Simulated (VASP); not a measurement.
# Ge (Fd-3m) in VASP: further runs, part 2 of 2

VASP 6.6.1. Earlier steps stand in the parts before.

## Step 3: Optical spectrum, PBE

Input file INCAR:

```
PREC = Accurate
ENCUT = 520
EDIFF = 1E-7
ISMEAR = 0
SIGMA = 0.02
LREAL = F
LASPH = T
NELM = 80
ALGO = Normal
ISIF = 2
LWAVE = F
LCHARG = F
GGA = PE
LOPTICS = T
NBANDS = 62
NEDOS = 2000
CSHIFT = 0.1
```

Input file KPOINTS:

```
regular mesh
0
Gamma
  14 14 14
```

Input file POSCAR:

```
Ge
1.0
    0.0000000000      2.8289100000      2.8289100000
    2.8289100000      0.0000000000      2.8289100000
    2.8289100000      2.8289100000      0.0000000000
Ge
2
Direct
    0.0000000000      0.0000000000      0.0000000000
    0.2500000000      0.2500000000      0.2500000000
```

Potentials or basis: VASP PAW PBE potentials, release 64 (Ge_d).

Started as:

```bash
> cat potpaw_PBE.64/Ge_d/POTCAR > POTCAR
> mpirun -np 1 vasp_std > vasp.out
```

OUTCAR:

```text
PREC = Accurate
   ENCUT = 520
   EDIFF = 1E-7
   ISMEAR = 0
   LREAL = F
   LASPH = T
   NELM = 80
   ISIF = 2
   GGA = PE

 ion  position               nearest neighbor table
   1  0.000  0.000  0.000-   2 2.45   2 2.45   2 2.45   2 2.45
   2  0.250  0.250  0.250-   1 2.45   1 2.45   1 2.45   1 2.45

  LATTYP: Found a face centered cubic cell.
 ALAT       =     5.6578200000

  Lattice vectors:

 A1 = (   0.0000000000,   2.8289100000,   2.8289100000)
 A2 = (   2.8289100000,   0.0000000000,   2.8289100000)
 A3 = (   2.8289100000,   2.8289100000,   0.0000000000)

Analysis of symmetry for initial positions (statically):
=====================================================================
 Subroutine PRICEL returns:
[... 927 lines left out ...]
     3.81328    32.30663    32.30663    32.30663     0.00000     0.00000    -0.00000
     4.76660    10.47633    10.47633    10.47633     0.00000     0.00000    -0.00000
[... 92 lines left out ...]
    93.42527     0.00015     0.00015     0.00015    -0.00000     0.00000    -0.00000
    94.37859     0.00015     0.00015     0.00015    -0.00000     0.00000    -0.00000

  frequency dependent      REAL DIELECTRIC FUNCTION (independent particle, no local field effects) density-density
     E(ev)        X           Y           Z          XY          YZ          ZX
  --------------------------------------------------------------------------------------------------------------
     0.00000   854.59954   854.59954   854.59954     0.00000     0.00000    -0.00000
     0.95332    17.22624    17.22624    17.22624     0.00000     0.00000    -0.00000
     1.90664    10.55208    10.55208    10.55208    -0.00000     0.00000    -0.00000
     2.85996    14.91127    14.91127    14.91127     0.00000     0.00000    -0.00000
     3.81328    -4.05600    -4.05600    -4.05600    -0.00000    -0.00000     0.00000
     4.76660    -8.10770    -8.10770    -8.10770    -0.00000     0.00000     0.00000
[... 92 lines left out ...]
    93.42527     0.94810     0.94810     0.94810    -0.00000    -0.00000     0.00000
    94.37859     0.94952     0.94952     0.94952    -0.00000    -0.00000     0.00000

  frequency dependent IMAGINARY DIELECTRIC FUNCTION (independent particle, no local field effects) current-current
     E(ev)      X         Y         Z        XY        YZ        ZX
  --------------------------------------------------------------------------------------------------------------
     0.00000   351.09694   351.09694   351.09694    -0.00000     0.00000     0.00000
     0.95332    12.21298    12.21298    12.21298    -0.00000     0.00000     0.00000
     1.90664    16.19914    16.19914    16.19914     0.00000     0.00000     0.00000
     2.85996    21.00415    21.00415    21.00415     0.00000     0.00000    -0.00000
     3.81328    32.01377    32.01377    32.01377    -0.00000    -0.00000    -0.00000
     4.76660    10.08888    10.08888    10.08888    -0.00000    -0.00000     0.00000
[... 92 lines left out ...]
    93.42527     0.00004     0.00004     0.00004     0.00000    -0.00000    -0.00000
    94.37859     0.00004     0.00004     0.00004     0.00000    -0.00000    -0.00000

  frequency dependent      REAL DIELECTRIC FUNCTION (independent particle, no local field effects) current-current
     E(ev)        X           Y           Z          XY          YZ          ZX
  --------------------------------------------------------------------------------------------------------------
     0.00000  -133.51326  -133.51326  -133.51326    -0.00000     0.00000     0.00000
     0.95332    25.61995    25.61995    25.61995    -0.00000     0.00000     0.00000
     1.90664    11.51275    11.51275    11.51275     0.00000     0.00000     0.00000
     2.85996    14.65033    14.65033    14.65033     0.00000     0.00000    -0.00000
     3.81328    -5.11358    -5.11358    -5.11358    -0.00000    -0.00000     0.00000
     4.76660    -8.12687    -8.12687    -8.12687     0.00000     0.00000    -0.00000
[... 92 lines left out ...]
    93.42527     0.94919     0.94919     0.94919     0.00000     0.00000    -0.00000
    94.37859     0.95059     0.95059     0.95059     0.00000     0.00000    -0.00000
```

Run time: 1.8 min. Hardware: 1 thread of Intel Xeon 6975P-C (Granite Rapids), shared host; peak memory 0.43 GiB.

What came out:

| Item | Value |
| --- | --- |
| Free energy | -9.0096 eV |
| Pressure | 3.6 GPa |
| Band gap on the k mesh | 0.03 eV, direct |

Levels at points of the mesh, in eV from the valence-band top:
| k point | band 11 | band 12 | band 13 | band 14 | band 15 | band 16 | band 17 | band 18 |
| --- | --- | --- | --- | --- | --- | --- | --- | --- |
| (0.00, 0.00, 0.00) | -12.77 | 0.00 | 0.00 | 0.00 | 0.03 | 2.55 | 2.55 | 2.55 |
| (0.50, 0.00, 0.00) | -10.68 | -7.60 | -1.40 | -1.40 | 0.18 | 3.75 | 3.75 | 7.13 |
| (0.50, 0.50, 0.00) | -8.89 | -8.89 | -3.07 | -3.07 | 0.75 | 0.75 | 9.52 | 9.52 |

Dielectric function (mean over the directions given):
```csv
energy (eV),real part,imaginary part
0.29,-66.40,72.87
0.95,17.23,8.86
1.62,9.73,24.35
2.29,13.70,14.46
2.96,12.22,21.53
3.62,9.57,27.30
4.29,-4.47,21.92
4.96,-7.17,10.65
5.62,-5.20,8.13
6.29,-7.18,3.42
7.05,-4.31,3.12
7.72,-3.91,2.42
8.39,-2.58,2.19
9.06,-2.16,1.65
9.72,-1.87,1.02
10.39,-1.52,1.01
11.06,-1.33,0.69
11.73,-1.11,0.63
12.39,-0.81,0.49
13.06,-0.70,0.40
13.82,-0.45,0.34
14.49,-0.31,0.30
15.16,-0.23,0.22
15.83,-0.15,0.21
16.49,-0.02,0.14
17.16,0.07,0.13
17.83,0.16,0.13
18.49,0.20,0.09
19.16,0.29,0.10
19.92,0.36,0.07
```

Caveat: independent-particle spectra lack excitons.

## Step 4: Against experiment

Step 2. A measured gap of Ge is 0.744 eV (indirect; 0 K; “Temperature-dependent photoluminescence in Ge: experiment and theory”, 2020, arxiv:2003.00143); the calculated 0.04 eV misses it by -0.71 eV. 3 values of this kind are on record (0.666 to 0.807 eV); this one was drawn at random among those near their median. Spin-orbit coupling on Ge is left out. The value is that of PBE, without temperature or zero-point motion. Semilocal functionals fall short of measured gaps as a rule.

Step 3. Against the measured gap of Ge, 0.666 eV (indirect; 293 K; “Electronic and optical properties of SixGe1-x-ySny alloys lattice-matched to Ge”, 2021, arxiv:2109.02782), the calculated 0.03 eV is off by -0.63 eV. 3 values of this kind are on record (0.666 to 0.807 eV); this one was drawn at random among those near their median. Spin-orbit coupling on Ge is left out. The value is that of PBE on a finite k mesh, which can miss the band edges, without temperature or zero-point motion. Semilocal functionals fall short of measured gaps as a rule.
